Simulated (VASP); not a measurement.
## GaAs (F-43m): a series in a change of volume

How do the elastic response and the band edges of GaAs follow a change of volume?

Main program and level: VASP 6.6.1; LDA; plane waves and PAW (Ga_d, As), in the first sound run; inputs show where later runs differ.

## (1) The structure

Symmetry: F-43m, No. 216, cubic system. Conventional cell: a = 5.653 Å, b = 5.653 Å, c = 5.653 Å, α = 90.00°, β = 90.00°, γ = 90.00°. Ga has 4 As at 2.45 Å nearest. As has 4 Ga at 2.45 Å nearest. Farther neighbours are not listed.

Coordinates:

```cif
data_structure
_symmetry_space_group_name_H-M 'P 1'
_symmetry_Int_Tables_number 1
_cell_length_a 3.9973
_cell_length_b 3.9973
_cell_length_c 3.9973
_cell_angle_alpha 60.000
_cell_angle_beta 60.000
_cell_angle_gamma 60.000
_cell_volume 45.16
loop_
_atom_site_label
_atom_site_type_symbol
_atom_site_fract_x
_atom_site_fract_y
_atom_site_fract_z
_atom_site_occupancy
Ga1 Ga 0.00000 0.00000 0.00000 1
As2 As 0.25000 0.25000 0.25000 1
```

## (2) Relax the crystal, LDA

The series starts from the cell that this level prefers, so that zero strain is near zero stress.

This step took 2 runs in a row; the last is shown.

Level: LDA; plane waves and PAW (Ga_d, As).

Contents of INCAR:

```
SYSTEM = GaAs
PREC = Accurate
ENCUT = 450
EDIFF = 1E-07
NELM = 120
ISMEAR = 0
SIGMA = 0.02
LREAL = .FALSE.
ALGO = Normal
GGA = CA
NBANDS = 15
LASPH = .TRUE.
LORBIT = 11
LWAVE = .FALSE.
LCHARG = .FALSE.
KPAR = 12
IBRION = 2
NSW = 40
ISIF = 3
EDIFFG = -0.005
POTIM = 0.4
```

Contents of POSCAR:

```
GaAs
1.0
    0.0000000000      2.8045101871      2.8045101871
    2.8045101871      0.0000000000      2.8045101871
    2.8045101871      2.8045101871      0.0000000000
Ga As
1 1
Direct
    0.0000000000      0.0000000000      0.0000000000
    0.2500000000      0.2500000000      0.2500000000
```

Contents of KPOINTS:

```
Automatic mesh
0
Gamma
9 9 9
0 0 0
```

Potentials, in the order of the species: Ga_d and As (LDA family, release 64).

Launch:

```sh
mpirun -np 12 vasp_std
```

Output:

```text
[banner, memory and clock lines left out]
running   12 mpi-ranks, on    1 nodes
[...]
|                                                                             |
|           W    W    AA    RRRRR   N    N  II  N    N   GGGG   !!!           |
|           W    W   A  A   R    R  NN   N  II  NN   N  G    G  !!!           |
|           W    W  A    A  R    R  N N  N  II  N N  N  G       !!!           |
|           W WW W  AAAAAA  RRRRR   N  N N  II  N  N N  G  GGG   !            |
|           WW  WW  A    A  R   R   N   NN  II  N   NN  G    G                |
|           W    W  A    A  R    R  N    N  II  N    N   GGGG   !!!           |
|                                                                             |
|     For optimal performance we recommend to set                             |
|       NCORE = 2 up to number-of-cores-per-socket                            |
|     NCORE specifies how many cores store one orbital (NPAR=cpu/NCORE).      |
|     This setting can greatly improve the performance of VASP for DFT.       |
[...]
|     Unfortunately you need to use the default for GW and RPA                |
|     calculations (for HF NCORE is supported but not extensively tested      |
|     yet).                                                                   |
|                                                                             |

 LDA part: xc-table for (Slater(with rela. corr.)+CA(PZ))
 , standard interpolation
 POSCAR, INCAR and KPOINTS ok, starting setup
[...]
entering main loop
       N       E                     dE             d eps       ncg     rms          rms(c)
DAV:   1     0.761070789357E+02    0.76107E+02   -0.84383E+03  1082   0.154E+03
DAV:   2    -0.376930612903E+01   -0.79876E+02   -0.76840E+02  1190   0.295E+02
DAV:   3    -0.977836301877E+01   -0.60091E+01   -0.59869E+01  1260   0.662E+01
DAV:   4    -0.987247987598E+01   -0.94117E-01   -0.94097E-01  1279   0.920E+00
[...]
DAV:  11    -0.963942157992E+01   -0.48186E-05   -0.65579E-06  1218   0.396E-02    0.241E-03
DAV:  12    -0.963942147195E+01    0.10797E-06   -0.45001E-07  1295   0.954E-03    0.191E-03
DAV:  13    -0.963942147273E+01   -0.78171E-09   -0.67322E-08   875   0.215E-03
   1 F= -.96394215E+01 E0= -.96394215E+01  d E =-.963942E+01
[...]
reached required accuracy - stopping structural energy minimisation
```

Wall time 4 s (12 MPI ranks of AMD EPYC 7R43, shared host); peak memory 1.5 GiB; 32 s of CPU time.

Lines that name or quote the potential files are left out of all logs, and their timing lines are given in words.

Parts of OUTCAR (step 2):

```text
  Total       -0.0019191     -0.0019191     -0.0019191      0.0000000      0.0000000      0.0000000
  in kB       -0.0696962     -0.0696962     -0.0696962      0.0000000      0.0000000      0.0000000
  external PRESSURE =      -0.0696962 kB  Pullay stress =       0.0000000 kB

 POSITION                                       TOTAL-FORCE (eV/Angst)
 -----------------------------------------------------------------------------------
      0.00000      0.00000      0.00000        -0.000000     -0.000000     -0.000000
      1.40226      1.40226      1.40226         0.000000      0.000000      0.000000
 -----------------------------------------------------------------------------------
    total drift:                                0.000001      0.000001      0.000001

  FREE ENERGIE OF THE ION-ELECTRON SYSTEM (eV)
  ---------------------------------------------------
  free  energy   TOTEN  =        -9.6394214727 eV

  energy  without entropy=       -9.6394214727  energy(sigma->0) =       -9.63942147

 reached required accuracy - stopping structural energy minimisation

[... 3 further parts left out ...]
[key lines of the parts left out:]
E-fermi :   4.1426
```

This run gave:

```
energy(sigma→0) of the program : -9.6394 eV
stress, compression positive   : xx, yy, zz -0.01, -0.01, -0.01 GPa
volume                         : 44.117 Å³
ionic steps                    : 1
```

## (3) Relax at fixed volume, LDA

One member in full: the volume is scaled by 0.94, and the cell is held.

Level: LDA; plane waves and PAW (Ga_d, As).

INCAR: that of step 2 with these lines changed.

```diff
@@ -15,7 +15,8 @@
 LCHARG = .FALSE.
-KPAR = 12
+KPAR = 3
 IBRION = 2
 NSW = 40
-ISIF = 3
-EDIFFG = -0.005
+ISIF = 2
+EDIFFG = -0.004
 POTIM = 0.4
+MAXMIX = 40
```

Contents of POSCAR:

```
GaAs
1.0
    0.0000000000      2.7472592210      2.7472592210
    2.7472592210      0.0000000000      2.7472592210
    2.7472592210      2.7472592210      0.0000000000
Ga As
1 1
Direct
    0.0000000000      0.0000000000      0.0000000000
    0.2500000000      0.2500000000      0.2500000000
```

KPOINTS is that of step 2.

Launch:

```sh
mpirun -np 3 vasp_std
```

Output:

```text
[banner, memory and clock lines left out]
running    3 mpi-ranks, on    1 nodes
[...]
LDA part: xc-table for (Slater(with rela. corr.)+CA(PZ))
 , standard interpolation
 POSCAR, INCAR and KPOINTS ok, starting setup
[...]
entering main loop
       N       E                     dE             d eps       ncg     rms          rms(c)
DAV:   1     0.749724292249E+02    0.74972E+02   -0.84182E+03  1090   0.157E+03
DAV:   2    -0.427851742146E+01   -0.79251E+02   -0.75800E+02  1169   0.294E+02
DAV:   3    -0.977702546569E+01   -0.54985E+01   -0.54805E+01  1309   0.648E+01
DAV:   4    -0.985383763255E+01   -0.76812E-01   -0.76799E-01  1192   0.841E+00
[...]
DAV:  11    -0.959655451068E+01   -0.45116E-05   -0.71022E-06  1211   0.403E-02    0.321E-03
DAV:  12    -0.959655438607E+01    0.12461E-06   -0.52662E-07  1297   0.106E-02    0.231E-03
DAV:  13    -0.959655438528E+01    0.78671E-09   -0.64314E-08   784   0.236E-03
   1 F= -.95965544E+01 E0= -.95965544E+01  d E =-.959655E+01
[...]
reached required accuracy - stopping structural energy minimisation
```

The job ended after 7.8 s (3 MPI ranks; peak memory 0.31 GiB; 17 s of CPU time).

From OUTCAR (step 3):

```text
  Total        1.3774579      1.3774579      1.3774579      0.0000000     -0.0000000      0.0000000
  in kB       53.2181777     53.2181777     53.2181777      0.0000000     -0.0000000      0.0000000
  external PRESSURE =      53.2181777 kB  Pullay stress =       0.0000000 kB

 POSITION                                       TOTAL-FORCE (eV/Angst)
 -----------------------------------------------------------------------------------
      0.00000      0.00000      0.00000        -0.000000     -0.000000     -0.000000
      1.37363      1.37363      1.37363         0.000000      0.000000      0.000000
 -----------------------------------------------------------------------------------
    total drift:                                0.000001      0.000001      0.000001

  FREE ENERGIE OF THE ION-ELECTRON SYSTEM (eV)
  ---------------------------------------------------
  free  energy   TOTEN  =        -9.5965543853 eV

  energy  without entropy=       -9.5965543853  energy(sigma->0) =       -9.59655439

[... 2 parts as in an earlier step ...]

[... 2 further parts left out ...]
[key lines of the parts left out:]
E-fermi :   4.8220
```

Numbers from this step:

| Property | Result |
| --- | --- |
| energy(sigma→0) of the program | -9.5966 eV |
| stress, compression positive | xx, yy, zz 5.32, 5.32, 5.32 GPa |
| ionic steps | 1 |

## (4) Band edges, TB-mBJ with spin-orbit coupling

Short lines in KPOINTS_OPT sample the zone centre, for masses, and the other valleys.

Level: TB-mBJ, spin-orbit coupling; plane waves and PAW (Ga_d, As).

TB-mBJ has no energy functional, so the total energy, stress and pressure in this output mean nothing.

Contents of INCAR:

```
SYSTEM = GaAs
PREC = Accurate
ENCUT = 450
EDIFF = 1E-06
NELM = 150
ISMEAR = 0
SIGMA = 0.02
LREAL = .FALSE.
ALGO = Normal
METAGGA = MBJ
LASPH = .TRUE.
LNONCOLLINEAR = .TRUE.
MAGMOM = 0 0 0 0 0 0
NBANDS = 28
GGA_COMPAT = .FALSE.
LSORBIT = .TRUE.
LWAVE = .FALSE.
LCHARG = .FALSE.
KPAR = 3
```

POSCAR is that of step 3.

Contents of KPOINTS:

```
Automatic mesh
0
Gamma
7 7 7
0 0 0
```

Contents of KPOINTS_OPT:

```
Line mode
6
Line-mode
Reciprocal
  0.00000000   0.00000000   0.00000000
  0.02186199   0.02186199   0.00000000

  0.00000000   0.00000000   0.00000000
  0.00000000  -0.02186199  -0.02186199

  0.31000000   0.31000000   0.00000000
  0.50000000   0.50000000   0.00000000

  0.00000000   0.31000000   0.31000000
  0.00000000   0.50000000   0.50000000

  0.45000000   0.45000000   0.45000000
  0.50000000   0.50000000   0.50000000

  0.45000000   0.00000000   0.00000000
  0.50000000   0.00000000   0.00000000

  0.42500000   0.42500000   0.00000000
  0.42500000   0.44686199   0.02186199

  0.50000000   0.50000000   0.50000000
  0.48454124   0.51545876   0.50000000
```

Launch:

```sh
mpirun -np 3 vasp_ncl
```

Output:

```text
[banner, memory and clock lines left out]
running    3 mpi-ranks, on    1 nodes
[...]
|                                                                             |
|               ----> ADVICE to this user running VASP <----                  |
|                                                                             |
|     You enforced a specific xc type in the INCAR file but a different       |
|     [... a line on the potential file left out ...]
|     I HOPE YOU KNOW WHAT YOU ARE DOING!                                     |
|                                                                             |

 LDA part: xc-table for (None), standard interpolation
 POSCAR, INCAR and KPOINTS ok, starting setup
[...]
entering main loop
       N       E                     dE             d eps       ncg     rms          rms(c)
DAV:   1     0.758984476440E+02    0.75898E+02   -0.77314E+03  1776   0.169E+03
DAV:   2    -0.342174204323E+02   -0.11012E+03   -0.10490E+03  1772   0.394E+02
DAV:   3    -0.477201547099E+02   -0.13503E+02   -0.13253E+02  2000   0.109E+02
DAV:   4    -0.481183201153E+02   -0.39817E+00   -0.39689E+00  1980   0.196E+01
[...]
DAV:  35    -0.463696242785E+02   -0.10902E-04   -0.43713E-11   888   0.645E-05    0.270E-05
DAV:  36    -0.463696317509E+02   -0.74724E-05   -0.32983E-11   872   0.555E-05    0.713E-07
DAV:  37    -0.463696325171E+02   -0.76615E-06   -0.93908E-12   888   0.386E-05
   1 F= -.46369633E+02 E0= -.46369633E+02  d E =-.778991E-31  mag=     0.0000     0.0000    -0.0000
 Start KPOINTS_OPT (optional k-point list driver)
k-point batch [1-30\48]
       N       E                     dE             ncg
DAV:   1     0.914745210885E+03   -0.82821E+04     1808
DAV:   2    -0.248269967671E+04   -0.33974E+04     1764
DAV:   3    -0.293647255888E+04   -0.45377E+03     2072
DAV:   4    -0.295159071404E+04   -0.15118E+02     1976
DAV:   5    -0.295188162554E+04   -0.29091E+00     2072
DAV:   6    -0.295189239294E+04   -0.10767E-01     2336
DAV:   7    -0.295189277059E+04   -0.37764E-03     2188
DAV:   8    -0.295189277347E+04   -0.28889E-05     1576
DAV:   9    -0.295189277363E+04   -0.15493E-06     1356
k-point batch [31-48\48]
       N       E                     dE             ncg
DAV:   1     0.643116506503E+04   -0.87385E+04     1060
DAV:   2     0.437892336947E+04   -0.20522E+04     1076
DAV:   3     0.412551002946E+04   -0.25341E+03     1252
DAV:   4     0.411871866123E+04   -0.67914E+01     1180
DAV:   5     0.411858699402E+04   -0.13167E+00     1216
DAV:   6     0.411858029466E+04   -0.66994E-02     1508
DAV:   7     0.411858020853E+04   -0.86133E-04     1288
DAV:   8     0.411858020804E+04   -0.48543E-06      928
```

Elapsed: 2.8 min, on 3 MPI ranks; peak memory 0.83 GiB; 6.6 min of CPU time.

Parts of OUTCAR (step 4):

```text
  LATTYP: Found a face centered cubic cell.
 ALAT       =     5.4945184420

 Subroutine GETGRP returns: Found 24 space group operations
 (whereof 24 operations were pure point group operations)

The static configuration has the point symmetry T_d .

 Found     30 irreducible k-points:

   k-points           NKPTS =     30   k-points in BZ     NKDIM =     30   number of bands    NBANDS=     28

   dimension x,y,z NGX =    28 NGY =   28 NGZ =   28
   dimension x,y,z NGXF=    56 NGYF=   56 NGZF=   56

   ENCUT  =  450.0 eV  33.07 Ry    5.75 a.u.   6.72  6.72  6.72*2*pi/ulx,y,z

   NELECT =      18.0000    total number of electrons

 E-fermi :   5.2516

 k-point     1 :       0.0000    0.0000    0.0000
  band No.  band energies     occupation
    ...
     14       4.7666      1.00000
     15       5.0942      1.00000
     16       5.0942      1.00000
     17       5.0942      1.00000
     18       5.0942      1.00000
     19       7.2570      0.00000
     20       7.2570      0.00000
     21       9.0818      0.00000
     22       9.0818      0.00000
     23       9.2632      0.00000
    ...

 k-point     2 :       0.1429    0.0000    0.0000
  band No.  band energies     occupation
    ...
     14       2.9712      1.00000
     15       4.5758      1.00000
     16       4.5758      1.00000
     17       4.7813      1.00000
     18       4.7849      1.00000
     19       7.8449      0.00000
     20       7.8449      0.00000
     21       9.6026      0.00000
     22       9.6026      0.00000
     23       9.7249      0.00000
    ...

  Total      -85.8805770    -85.8805770    -85.8805770      0.0000000     -0.0000000     -0.0000000
  in kB    -3318.0018295  -3318.0018295  -3318.0018295      0.0000000     -0.0000000     -0.0000000
  external PRESSURE =   -3318.0018295 kB  Pullay stress =       0.0000000 kB

 POSITION                                       TOTAL-FORCE (eV/Angst)
 -----------------------------------------------------------------------------------
      0.00000      0.00000      0.00000        -0.000000     -0.000000     -0.000000
      1.37363      1.37363      1.37363         0.000000      0.000000      0.000000
 -----------------------------------------------------------------------------------
    total drift:                                0.000002      0.000002      0.000002

  FREE ENERGIE OF THE ION-ELECTRON SYSTEM (eV)
  ---------------------------------------------------
  free  energy   TOTEN  =       -46.3696325171 eV

  energy  without entropy=      -46.3696325171  energy(sigma->0) =      -46.36963252

 Spin-Orbit-Coupling matrix elements
 Ion:    1  E_soc:     -0.0117988
 Ion:    2  E_soc:     -0.0223410

[... 1 part as in an earlier step ...]

[... 7 further parts left out ...]
```

## (5) Band edges, r2SCAN with spin-orbit coupling

Short lines in KPOINTS_OPT sample the zone centre, for masses, and the other valleys.

Level: r2SCAN, spin-orbit coupling; plane waves and PAW (Ga_d, As).

INCAR: that of step 4 with these lines changed.

```diff
@@ -4,3 +4,3 @@
 EDIFF = 1E-06
-NELM = 150
+NELM = 100
 ISMEAR = 0
@@ -9,3 +9,3 @@
 ALGO = Normal
-METAGGA = MBJ
+METAGGA = R2SCAN
 LASPH = .TRUE.
```

POSCAR is that of step 4.

KPOINTS is that of step 4.

KPOINTS_OPT is that of step 4.

Launch:

```sh
mpirun -np 3 vasp_ncl
```

Output:

```text
[banner, memory and clock lines left out]
running    3 mpi-ranks, on    1 nodes
[...]
[... a notice as in an earlier step ...]

 LDA part: xc-table for (None), standard interpolation
 POSCAR, INCAR and KPOINTS ok, starting setup
[...]
entering main loop
       N       E                     dE             d eps       ncg     rms          rms(c)
DAV:   1    -0.161278897223E+03   -0.16128E+03   -0.80504E+03  1776   0.177E+03
DAV:   2    -0.278820143405E+03   -0.11754E+03   -0.11214E+03  1804   0.425E+02
DAV:   3    -0.293708415857E+03   -0.14888E+02   -0.14628E+02  2044   0.117E+02
DAV:   4    -0.294154770476E+03   -0.44635E+00   -0.44525E+00  1932   0.217E+01
[...]
DAV:  10    -0.292142121130E+03   -0.10943E-04   -0.23208E-04  1896   0.175E-01    0.392E-02
DAV:  11    -0.292142111128E+03    0.10002E-04   -0.14092E-05  2136   0.421E-02    0.996E-03
DAV:  12    -0.292142111727E+03   -0.59898E-06   -0.57069E-06  1816   0.405E-02
   1 F= -.29214211E+03 E0= -.29214211E+03  d E =-.841623E-32  mag=    -0.0000    -0.0000     0.0000
 Start KPOINTS_OPT (optional k-point list driver)
k-point batch [1-30\48]
       N       E                     dE             ncg
DAV:   1     0.722362019584E+03   -0.84745E+04     1804
DAV:   2    -0.276675278746E+04   -0.34891E+04     1744
DAV:   3    -0.324764426540E+04   -0.48089E+03     2120
DAV:   4    -0.326431723725E+04   -0.16673E+02     1944
DAV:   5    -0.326463522329E+04   -0.31799E+00     1968
DAV:   6    -0.326464681707E+04   -0.11594E-01     2332
DAV:   7    -0.326464717648E+04   -0.35942E-03     2148
DAV:   8    -0.326464717897E+04   -0.24804E-05     1564
DAV:   9    -0.326464717912E+04   -0.15078E-06     1324
k-point batch [31-48\48]
       N       E                     dE             ncg
DAV:   1     0.629401315419E+04   -0.88757E+04     1060
DAV:   2     0.419996711169E+04   -0.20940E+04     1044
DAV:   3     0.392926799771E+04   -0.27070E+03     1292
DAV:   4     0.392165625983E+04   -0.76117E+01     1172
DAV:   5     0.392151411758E+04   -0.14214E+00     1212
DAV:   6     0.392150761419E+04   -0.65034E-02     1396
DAV:   7     0.392150743258E+04   -0.18161E-03     1352
DAV:   8     0.392150743049E+04   -0.20899E-05      876
DAV:   9     0.392150743039E+04   -0.92660E-07      808
```

It took 4.3 min on 3 MPI ranks; peak memory 0.81 GiB.

[end of part 1 of 2]

[Lines on the potential files, build, host, timing and source positions are cut from VASP's logs without a mark.]

[Logs are printed without paths, hosts, clocks, repeated set-up lines and the standing remarks that a program may print on its own settings, such as how far it seeks lower states.]

[Hosts, paths, dates, database ids (printed as entryN), source tags and the programs' standing remarks are cut or masked in the printed files.]

[In band tables of VASP the shares of atoms and orbitals are scaled to a sum of 1 inside the atoms' spheres.]
